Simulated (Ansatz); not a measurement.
## Relaxing Ti2C

Theory: DFT PBEsol, scalar-relativistic, plane waves, PAW in Ansatz. Settings: 420 eV cutoff, 18×18×18 k-mesh, Gaussian smearing of 0.10 eV, no spin polarisation.

What was changed: relaxed at 30 GPa.

Other phases may be more stable at this pressure.

Command:

```bash
ansatz run input.yaml --threads 1 --pin off --max-ram 2560MiB --backend cpu --events-out ev --progress --plain --runs-dir out
```

Input:

```yaml
crystal:
  lattice:
    - [1.4570828875, 0.8412471973, 4.4942568034]
    - [-1.4570828875, 0.8412471973, 4.4942568034]
    - [0.0, -1.6824943947, 4.4942568034]
  atoms:
    - { symbol: Ti, position: [0.2489606677, 0.2489606677, 0.2489606677] }
    - { symbol: Ti, position: [0.7510393323, 0.7510393323, 0.7510393323] }
    - { symbol: C, position: [0.5, 0.5, 0.5] }
basis:
  ecutwfc: 420
kpoints:
  mp_grid: { grid: [18, 18, 18] }
hamiltonian:
  xc: pbesol
scf:
  occupations: { method: gaussian, width: 0.1 }
output:
  forces: true
  stress: true
  eigenvalues: true
relax:
  adjacent_minimum: "off"
  f_tol: 0.008
  max_steps: 50
  cell: { stress_tol: 0.08, p_target: 30.0 }
```

F is the free energy. Steps run on the plane waves of an earlier cell, but the last one, and at times one on the way, on a freshly chosen basis, so a repeated geometry can differ a little in energy. The relaxation lowers the enthalpy F + PV at the target pressure, so F itself can rise.

Steps:

```csv
step,F − F(1) (eV),largest force component (eV/Å),V (Å³/atom),P (GPa)
1,0.0000,0.842,11.018,34.39
2,0.0378,0.072,10.915,33.19
3,-0.0637,0.007,11.089,29.12
4,-0.0452,0.000,11.056,29.99
5,-0.0453,0.000,11.056,29.99
```

Relaxed structure:

```cif
data_structure
_symmetry_space_group_name_H-M 'P 1'
_symmetry_Int_Tables_number 1
_cell_length_a 4.7789
_cell_length_b 4.7789
_cell_length_c 4.7789
_cell_angle_alpha 35.666
_cell_angle_beta 35.666
_cell_angle_gamma 35.666
_cell_volume 33.17
loop_
_atom_site_label
_atom_site_type_symbol
_atom_site_fract_x
_atom_site_fract_y
_atom_site_fract_z
_atom_site_occupancy
Ti1 Ti 0.25093 0.25093 0.25093 1
Ti2 Ti 0.74907 0.74907 0.74907 1
C1 C 0.50000 0.50000 0.50000 1
```

The structure is trigonal, space group R-3m (No. 166). Conventional cell: a = 2.927 Å, b = 2.927 Å, c = 13.410 Å, α = 90.00°, β = 90.00°, γ = 120.00°. Around Ti (site symmetry 3m) lie 3 C at 2.03 Å. C (site symmetry -3m) is surrounded by 6 Ti at 2.03 Å.

The run converged. It took 33 s on 1 thread of AMD EPYC 9R45 96-Core Processor (Zen 5), with other jobs on the host, peak memory 0.66 GiB.